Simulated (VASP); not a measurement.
# MnS (R-3m) in VASP: a series of runs

Runs on MnS. Level: PBEsol+U. Tasks: single point.

Everything below comes from runs of VASP 6.6.1. Logs are shortened: lines on timing, memory, paths and dates and some standing lists are left out, and cuts for length are marked.

## (1) The crystal as given

The structure is trigonal, space group R-3m (No. 166). Conventional cell: a = 3.660 Å, b = 3.660 Å, c = 8.913 Å, α = 90.00°, β = 90.00°, γ = 120.00°. Mn (site symmetry -3m) is surrounded by 6 S at 2.58 Å. S (site symmetry -3m) is surrounded by 6 Mn at 2.58 Å.

The cell is a database's computed one.

## (2) Single point, PBEsol+U, collinear spin, antiferromagnetic start

INCAR

```
PREC = Accurate
ENCUT = 520
EDIFF = 1E-6
ISMEAR = -1
SIGMA = 0.05
LREAL = False
LASPH = True
NELM = 150
ALGO = Normal
ISIF = 2
LWAVE = False
LCHARG = True
ISPIN = 2
MAGMOM = 4 -4 0 0
LORBIT = 11
LMAXMIX = 4
LDAU = True
LDAUTYPE = 2
LDAUL = 2 -1
LDAUU = 2 0
LDAUJ = 0 0
LDAUPRINT = 1
GGA = PS
LELF = True
LVHAR = True
NBANDS = 31
```

KPOINTS

```
Automatic mesh
0
Gamma
  9 9 9
```

POSCAR

```
MnS
1.0
   -1.8299960138     -1.0565486911      5.9418405554
    1.8299960138     -1.0565486911      5.9418405554
    0.0000000000      2.1130973824      5.9418405554
Mn S
2 2
Direct
    0.0000000000      0.0000000000      0.0000000000
    0.5000000000      0.5000000000      0.5000000000
    0.2500000000      0.2500000000      0.2500000000
    0.7500000000      0.7500000000      0.7500000000
```

Potentials or basis: VASP PAW PBE potentials, release 64 (Mn_pv, S).

Run with:

```sh
> cat potpaw_PBE.64/Mn_pv/POTCAR potpaw_PBE.64/S/POTCAR > POTCAR
> mpirun -np 1 vasp_std > vasp.out
```

OUTCAR:

```text
PREC = Accurate
   ENCUT = 520
   EDIFF = 1E-6
   ISMEAR = -1
   LREAL = False
   LASPH = True
   NELM = 150
   ISIF = 2
   ISPIN = 2
   LORBIT = 11
   GGA = PS

 ion  position               nearest neighbor table
   1  0.000  0.000  0.000-   4 2.58   3 2.58   4 2.58   4 2.58   3 2.58   3 2.58
   2  0.500  0.500  0.500-   3 2.58   4 2.58   3 2.58   3 2.58   4 2.58   4 2.58
   3  0.250  0.250  0.250-   1 2.58   2 2.58   1 2.58   1 2.58   2 2.58   2 2.58
   4  0.750  0.750  0.750-   2 2.58   1 2.58   2 2.58   2 2.58   1 2.58   1 2.58

  LATTYP: Found a trigonal (rhomboedric) cell.
 ALAT       =     6.3063975242
 COS(alpha) =     0.8315901081

  Lattice vectors:

 A1 = (  -1.8299960138,  -1.0565486911,   5.9418405554)
 A2 = (   1.8299960138,  -1.0565486911,   5.9418405554)
 A3 = (   0.0000000000,   2.1130973824,   5.9418405554)

Analysis of symmetry for initial positions (statically):
=====================================================================
 Subroutine PRICEL returns following result:

  LATTYP: Found a trigonal (rhomboedric) cell.
 ALAT       =     3.6457575130
 COS(alpha) =     0.4960879726
[... 12 lines left out ...]
 Subroutine GETGRP returns: Found 12 space group operations
 (whereof 12 operations were pure point group operations)
 out of a pool of 12 trial point group operations.

The static configuration has the point symmetry D_3d.

Analysis of symmetry for dynamics (positions and initial velocities):
=====================================================================
 Subroutine PRICEL returns following result:

  LATTYP: Found a trigonal (rhomboedric) cell.
 ALAT       =     3.6457575130
 COS(alpha) =     0.4960879726
[... 12 lines left out ...]
 Subroutine GETGRP returns: Found 12 space group operations
 (whereof 12 operations were pure point group operations)
 out of a pool of 12 trial point group operations.

The dynamic configuration has the point symmetry D_3d.

Analysis of structural, dynamic, and magnetic symmetry:
=====================================================================
 Subroutine PRICEL returns following result:

  LATTYP: Found a trigonal (rhomboedric) cell.
 ALAT       =     3.6457575130
 COS(alpha) =     0.4960879726
[... 12 lines left out ...]
 Subroutine GETGRP returns: Found 12 space group operations
 (whereof 12 operations were pure point group operations)
 out of a pool of 12 trial point group operations.

The overall configuration has the point symmetry D_3d.

 Subroutine INISYM returns: Found 12 space group operations
 (whereof 12 operations are pure point group operations),
 and found     2 'primitive' translations

----------------------------------------------------------------------------------------

                                     Primitive cell

  volume of cell :      34.4653

  direct lattice vectors                    reciprocal lattice vectors
     0.000000000 -2.113097382  2.970920278     0.000000000 -0.315492638  0.112198680
     1.829996014  1.056548691  2.970920278     0.273224639  0.157746319  0.112198680
    -1.829996014  1.056548691  2.970920278    -0.273224639  0.157746319  0.112198680

  length of vectors
     3.645757513  3.645757513  3.645757513     0.334849441  0.334849441  0.334849441

  position of ions in fractional coordinates (direct lattice)
     0.000000000  0.000000000  0.000000000
     0.500000000  0.500000000  0.500000000

  ion indices of the primitive-cell ions
   primitive index   ion index
                 1           1
                 2           3

----------------------------------------------------------------------------------------

 KPOINTS: Automatic mesh

Automatic generation of k-mesh.
 Grid dimensions read from file:
 generate k-points for:    9    9    9

 Generating k-lattice:

  Cartesian coordinates                     Fractional coordinates (reciprocal lattice)
    -0.030358293 -0.017527369  0.006233260     0.111111111  0.000000000  0.000000000
     0.030358293 -0.017527369  0.006233260     0.000000000  0.111111111  0.000000000
     0.000000000  0.035054738  0.006233260     0.000000000  0.000000000  0.111111111

  Length of vectors
     0.035604609  0.035604609  0.035604609

  Shift w.r.t. Gamma in fractional coordinates (k-lattice)
     0.000000000  0.000000000  0.000000000

 Subroutine IBZKPT returns following result:
[... 77 lines left out ...]
   J (eV)           for each species LDAUJ =   0.0  0.0
   GGA     = PS    functional components
   LHFCALC =     F    Hartree Fock is set to
   AEXX    =    0.0000 exact exchange contribution
   IVDW    =     0    specifies the selected vdW correction
   LEPSILON=     F    determine dielectric tensor
   LRPA    =     F    only Hartree local field effects (RPA)
 spin polarized calculation
  energy-cutoff  :      520.00
  volume of cell :       68.93
 maximum number of plane-waves:      1873
   NGX = 23   NGY = 23   NGZ = 23

 number of electron      38.0000003 magnetization      -0.0000000

atom =   1  type =  1  l = 2

 onsite density matrix

spin component  1

  0.9239 -0.0000 -0.0000 -0.0085 -0.0000
 -0.0000  0.9345  0.0000  0.0000 -0.0085
 -0.0000  0.0000  0.9198  0.0000 -0.0000
 -0.0085  0.0000  0.0000  0.9345  0.0000
 -0.0000 -0.0085 -0.0000  0.0000  0.9239

spin component  2

  0.0579 -0.0000  0.0000 -0.0475  0.0000
 -0.0000  0.0877  0.0000  0.0000 -0.0475
  0.0000  0.0000  0.0234 -0.0000 -0.0000
 -0.0475  0.0000 -0.0000  0.0877 -0.0000
  0.0000 -0.0475 -0.0000 -0.0000  0.0579

 occupancies and eigenvectors

  o =  0.0231  v =  0.0000  0.0000  0.0000  0.0000  0.0000  0.0000 -0.5917 -0.0000 -0.0000 -0.8061      0.0000  0.0000  0.0000  0.0000  0.0000  0.0000  0.0000  0.0000  0.0000  0.0000
  o =  0.0231  v =  0.0000  0.0000  0.0000  0.0000  0.0000 -0.8061  0.0000  0.0000 -0.5917  0.0000      0.0000  0.0000  0.0000  0.0000  0.0000  0.0000  0.0000  0.0000  0.0000  0.0000
  o =  0.0234  v =  0.0000  0.0000  0.0000  0.0000  0.0000  0.0000 -0.0000  1.0000  0.0000 -0.0000      0.0000  0.0000  0.0000  0.0000  0.0000  0.0000  0.0000  0.0000  0.0000  0.0000
  o =  0.1226  v =  0.0000  0.0000  0.0000  0.0000  0.0000  0.5917  0.0000  0.0000 -0.8061  0.0000      0.0000  0.0000  0.0000  0.0000  0.0000  0.0000  0.0000  0.0000  0.0000  0.0000
  o =  0.1226  v =  0.0000  0.0000  0.0000  0.0000  0.0000  0.0000  0.8061  0.0000 -0.0000 -0.5917      0.0000  0.0000  0.0000  0.0000  0.0000  0.0000  0.0000  0.0000  0.0000  0.0000
  o =  0.9192  v =  0.0000  0.4856  0.0000 -0.0000  0.8742  0.0000  0.0000  0.0000  0.0000  0.0000      0.0000  0.0000  0.0000  0.0000  0.0000  0.0000  0.0000  0.0000  0.0000  0.0000
  o =  0.9192  v = -0.8742 -0.0000 -0.0000 -0.4856 -0.0000  0.0000  0.0000  0.0000  0.0000  0.0000      0.0000  0.0000  0.0000  0.0000  0.0000  0.0000  0.0000  0.0000  0.0000  0.0000
  o =  0.9198  v =  0.0000  0.0000 -1.0000  0.0000  0.0000  0.0000  0.0000  0.0000  0.0000  0.0000      0.0000  0.0000  0.0000  0.0000  0.0000  0.0000  0.0000  0.0000  0.0000  0.0000
  o =  0.9393  v =  0.0000  0.8742  0.0000  0.0000 -0.4856  0.0000  0.0000  0.0000  0.0000  0.0000      0.0000  0.0000  0.0000  0.0000  0.0000  0.0000  0.0000  0.0000  0.0000  0.0000
  o =  0.9393  v =  0.4856 -0.0000 -0.0000 -0.8742 -0.0000  0.0000  0.0000  0.0000  0.0000  0.0000      0.0000  0.0000  0.0000  0.0000  0.0000  0.0000  0.0000  0.0000  0.0000  0.0000

atom =   2  type =  1  l = 2

 onsite density matrix

spin component  1

  0.0579 -0.0000 -0.0000 -0.0475 -0.0000
 -0.0000  0.0877  0.0000  0.0000 -0.0475
 -0.0000  0.0000  0.0234 -0.0000 -0.0000
 -0.0475  0.0000 -0.0000  0.0877  0.0000
 -0.0000 -0.0475 -0.0000  0.0000  0.0579

spin component  2

  0.9239  0.0000  0.0000 -0.0085 -0.0000
  0.0000  0.9345  0.0000  0.0000 -0.0085
  0.0000  0.0000  0.9198  0.0000 -0.0000
 -0.0085  0.0000  0.0000  0.9345  0.0000
 -0.0000 -0.0085 -0.0000  0.0000  0.9239

 occupancies and eigenvectors

  o =  0.0231  v = -0.0000  0.5917  0.0000 -0.0000  0.8061  0.0000  0.0000  0.0000  0.0000  0.0000      0.0000  0.0000  0.0000  0.0000  0.0000  0.0000  0.0000  0.0000  0.0000  0.0000
  o =  0.0231  v = -0.8061 -0.0000 -0.0000 -0.5917 -0.0000  0.0000  0.0000  0.0000  0.0000  0.0000      0.0000  0.0000  0.0000  0.0000  0.0000  0.0000  0.0000  0.0000  0.0000  0.0000
  o =  0.0234  v = -0.0000 -0.0000  1.0000 -0.0000 -0.0000  0.0000  0.0000  0.0000  0.0000  0.0000      0.0000  0.0000  0.0000  0.0000  0.0000  0.0000  0.0000  0.0000  0.0000  0.0000
  o =  0.1226  v =  0.5917 -0.0000  0.0000 -0.8061 -0.0000  0.0000  0.0000  0.0000  0.0000  0.0000      0.0000  0.0000  0.0000  0.0000  0.0000  0.0000  0.0000  0.0000  0.0000  0.0000
  o =  0.1226  v =  0.0000 -0.8061 -0.0000  0.0000  0.5917  0.0000  0.0000  0.0000  0.0000  0.0000      0.0000  0.0000  0.0000  0.0000  0.0000  0.0000  0.0000  0.0000  0.0000  0.0000
  o =  0.9192  v =  0.0000  0.0000  0.0000  0.0000  0.0000  0.0000 -0.4856 -0.0000 -0.0000 -0.8742      0.0000  0.0000  0.0000  0.0000  0.0000  0.0000  0.0000  0.0000  0.0000  0.0000
  o =  0.9192  v =  0.0000  0.0000  0.0000  0.0000  0.0000 -0.8742  0.0000  0.0000 -0.4856 -0.0000      0.0000  0.0000  0.0000  0.0000  0.0000  0.0000  0.0000  0.0000  0.0000  0.0000
  o =  0.9198  v =  0.0000  0.0000  0.0000  0.0000  0.0000  0.0000 -0.0000  1.0000  0.0000 -0.0000      0.0000  0.0000  0.0000  0.0000  0.0000  0.0000  0.0000  0.0000  0.0000  0.0000
  o =  0.9393  v =  0.0000  0.0000  0.0000  0.0000  0.0000  0.0000 -0.8742 -0.0000 -0.0000  0.4856      0.0000  0.0000  0.0000  0.0000  0.0000  0.0000  0.0000  0.0000  0.0000  0.0000
  o =  0.9393  v =  0.0000  0.0000  0.0000  0.0000  0.0000 -0.4856 -0.0000 -0.0000  0.8742  0.0000      0.0000  0.0000  0.0000  0.0000  0.0000  0.0000  0.0000  0.0000  0.0000  0.0000

 number of electron      38.0000003 magnetization       0.0000000

 Free energy of the ion-electron system (eV)
  ---------------------------------------------------
  ext. energy  EPLUGINS =         0.00000000
  ---------------------------------------------------
  free energy    TOTEN  =       -28.63963388 eV

  energy without entropy =      -28.63963387  energy(sigma->0) =      -28.63963388

 E-fermi :   6.9165     XC(G=0): -10.9124

 val. band max:        6.1921607502   @ k =   0.4444   0.4444   0.4444
 cond. band min:       7.7335929235   @ k =  -0.4444  -0.4444   0.1111
 fundamental gap:      1.5414321733
 Fermi energy:         6.9165486140

 spin component 1

 k-point     1 :       0.0000    0.0000    0.0000
  band No.  band energies     occupation
      1     -43.7198      1.00000
      2     -43.7149      1.00000
      3     -43.7149      1.00000
      4     -39.0941      1.00000
      5     -39.0941      1.00000
      6     -39.0885      1.00000
[... 1625 lines left out ...]
     30      16.2198      0.00000
     31      17.1995      0.00000

 [... further k-points ...]

------------------------ aborting loop because EDIFF is reached ----------------------------------------

  FORCE on cell =-STRESS in cart. coord.  units (eV):
  Direction    XX          YY          ZZ          XY          YZ          ZX
  --------------------------------------------------------------------------------------
  -------------------------------------------------------------------------------------
  Total       -0.7852408     -0.7852408     -0.8624184      0.0000000     -0.0000000      0.0000000
  in kB      -18.2516256    -18.2516256    -20.0454911      0.0000000     -0.0000000      0.0000000
  external PRESSURE =     -18.8495808 kB  Pullay stress =       0.0000000 kB

 VOLUME and BASIS-vectors are now :
 -----------------------------------------------------------------------------
  energy-cutoff  :      520.00
  volume of cell :       68.93
      direct lattice vectors                 reciprocal lattice vectors
    -1.829996014 -1.056548691  5.941840555    -0.273224639 -0.157746319  0.056099340
     1.829996014 -1.056548691  5.941840555     0.273224639 -0.157746319  0.056099340
     0.000000000  2.113097382  5.941840555     0.000000000  0.315492638  0.056099340

 POSITION                                       TOTAL-FORCE (eV/Angst)
 -----------------------------------------------------------------------------------
      0.00000      0.00000      0.00000         0.000000      0.000000     -0.000000
      0.00000      0.00000      8.91276        -0.000000      0.000000      0.000000
      0.00000      0.00000      4.45638         0.000000      0.000000     -0.000000
      0.00000      0.00000     13.36914         0.000000     -0.000000     -0.000000
 -----------------------------------------------------------------------------------
    total drift:                               -0.000000     -0.000000     -0.000000

  FREE ENERGIE OF THE ION-ELECTRON SYSTEM (eV)
  ---------------------------------------------------
  free  energy   TOTEN  =       -28.6396338821 eV

  energy  without entropy=      -28.6396338709  energy(sigma->0) =      -28.63963388

 total charge

# of ion       s       p       d       tot
------------------------------------------
    1        0.221   6.174   4.932  11.327
    2        0.221   6.174   4.932  11.327
    3        1.317   2.417   0.000   3.734
    4        1.317   2.417   0.000   3.734
--------------------------------------------------
tot          3.076  17.182   9.865  30.122

 magnetization (x)

# of ion       s       p       d       tot
------------------------------------------
    1        0.020   0.019   4.313   4.351
    2       -0.020  -0.019  -4.313  -4.351
    3        0.000   0.000   0.000   0.000
    4        0.000   0.000   0.000   0.000
--------------------------------------------------
tot          0.000   0.000   0.000   0.000
```

Run time: 6.4 min. Hardware: 1 thread of Intel Xeon 6975P-C (Granite Rapids), shared host; peak memory 0.55 GiB.

What came out:

| Quantity | Value |
| --- | --- |
| Free energy | -28.6396 eV |
| Pressure | -1.9 GPa |
| Band gap on the k mesh | 1.54 eV |
| Net moment | 0.00 μB per cell |
| Site moments | Mn +4.35, -4.35; S +0.00 μB |
| Valence electrons inside the program's atomic spheres | Mn 11.33; S 3.73 |

Eigenvalues of the final occupation matrices:
| site | spin | trace | eigenvalues |
| --- | --- | --- | --- |
| site 1 d | 1 | 4.64 | 0.92 0.92 0.92 0.94 0.94 |
| site 1 d | 2 | 0.31 | 0.02 0.02 0.02 0.12 0.12 |
| site 2 d | 1 | 0.31 | 0.02 0.02 0.02 0.12 0.12 |
| site 2 d | 2 | 4.64 | 0.92 0.92 0.92 0.94 0.94 |

Caveat: the PAW data sets were made with another functional, which shifts forces and pressure a little; an odd mesh through Γ misses points on the zone boundary, where band edges often lie.

## (3) Single point, PBEsol+U, collinear spin, antiferromagnetic start

Edit INCAR of step 2 so:

```diff
@@ -19,3 +19,3 @@
 LDAUL = 2 -1
-LDAUU = 2 0
+LDAUU = 3 0
 LDAUJ = 0 0
```

KPOINTS is that of step 2.

POSCAR is that of step 2.

Potentials or basis: VASP PAW PBE potentials, release 64 (Mn_pv, S).

Run with:

```sh
> cat potpaw_PBE.64/Mn_pv/POTCAR potpaw_PBE.64/S/POTCAR > POTCAR
> mpirun -np 1 vasp_std > vasp.out
```

OUTCAR:

```text
PREC = Accurate
   ENCUT = 520
   EDIFF = 1E-6
   ISMEAR = -1
   LREAL = False
   LASPH = True
   NELM = 150
   ISIF = 2
   ISPIN = 2
   LORBIT = 11
   GGA = PS

 ion  position               nearest neighbor table
   1  0.000  0.000  0.000-   4 2.58   3 2.58   4 2.58   4 2.58   3 2.58   3 2.58
   2  0.500  0.500  0.500-   3 2.58   4 2.58   3 2.58   3 2.58   4 2.58   4 2.58
   3  0.250  0.250  0.250-   1 2.58   2 2.58   1 2.58   1 2.58   2 2.58   2 2.58
   4  0.750  0.750  0.750-   2 2.58   1 2.58   2 2.58   2 2.58   1 2.58   1 2.58

  LATTYP: Found a trigonal (rhomboedric) cell.
 ALAT       =     6.3063975242
 COS(alpha) =     0.8315901081

  Lattice vectors:
[... 1960 lines left out ...]
    -1.829996014 -1.056548691  5.941840555    -0.273224639 -0.157746319  0.056099340
     1.829996014 -1.056548691  5.941840555     0.273224639 -0.157746319  0.056099340
     0.000000000  2.113097382  5.941840555     0.000000000  0.315492638  0.056099340

 POSITION                                       TOTAL-FORCE (eV/Angst)
 -----------------------------------------------------------------------------------
      0.00000      0.00000      0.00000        -0.000000     -0.000000     -0.000000
      0.00000      0.00000      8.91276         0.000000     -0.000000      0.000000
      0.00000      0.00000      4.45638        -0.000000     -0.000000     -0.000000
      0.00000      0.00000     13.36914         0.000000      0.000000     -0.000000
 -----------------------------------------------------------------------------------
    total drift:                               -0.000000     -0.000000     -0.000000

  FREE ENERGIE OF THE ION-ELECTRON SYSTEM (eV)
  ---------------------------------------------------
  free  energy   TOTEN  =       -28.0496564131 eV

  energy  without entropy=      -28.0496564127  energy(sigma->0) =      -28.04965641

 total charge

# of ion       s       p       d       tot
------------------------------------------
    1        0.222   6.177   4.923  11.322
    2        0.222   6.177   4.923  11.322
    3        1.316   2.429   0.000   3.746
    4        1.316   2.429   0.000   3.746
--------------------------------------------------
tot          3.076  17.212   9.846  30.135

 magnetization (x)

# of ion       s       p       d       tot
------------------------------------------
    1        0.021   0.020   4.381   4.423
    2       -0.021  -0.020  -4.381  -4.423
    3        0.000   0.000   0.000   0.000
    4        0.000   0.000   0.000   0.000
--------------------------------------------------
tot          0.000   0.000   0.000   0.000
```

stdout:

```text
POSCAR found type information on POSCAR MnS
 POSCAR found :  2 types and       4 ions
 scaLAPACK will be used
 -----------------------------------------------------------------------------
|                                                                             |
|                                                                             |
|     You enforced a specific xc type in the INCAR file but a different       |
|     I HOPE YOU KNOW WHAT YOU ARE DOING!                                     |
|                                                                             |
 -----------------------------------------------------------------------------

 LDA part: xc-table for (Slater+PW92), standard interpolation
 POSCAR, INCAR and KPOINTS ok, starting setup
 FFT: planning ... GRIDC
 FFT: planning ... GRID_SOFT
 FFT: planning ... GRID
 WAVECAR not read
 entering main loop
```

It took 6.4 min on 1 thread of Intel Xeon 6975P-C (Granite Rapids), shared host; peak memory 0.56 GiB.

Results:

| Quantity | Value |
| --- | --- |
| Free energy | -28.0497 eV |
| Pressure | -0.4 GPa |
| Band gap on the k mesh | 1.89 eV |
| Net moment | 0.00 μB per cell |
| Site moments | Mn +4.42, -4.42; S +0.00 μB |
| Valence electrons inside the program's atomic spheres | Mn 11.32; S 3.75 |

Eigenvalues of the final occupation matrices:
| site | spin | trace | eigenvalues |
| --- | --- | --- | --- |
| site 1 d | 1 | 4.67 | 0.92 0.92 0.93 0.95 0.95 |
| site 1 d | 2 | 0.28 | 0.02 0.02 0.02 0.11 0.11 |
| site 2 d | 1 | 0.28 | 0.02 0.02 0.02 0.11 0.11 |
| site 2 d | 2 | 4.67 | 0.92 0.92 0.93 0.95 0.95 |

Caveat: the PAW data sets were made with another functional, which shifts forces and pressure a little; an odd mesh through Γ misses points on the zone boundary, where band edges often lie. The state reached can hang on the start; a lower one may exist.

[end of part 1 of 2]
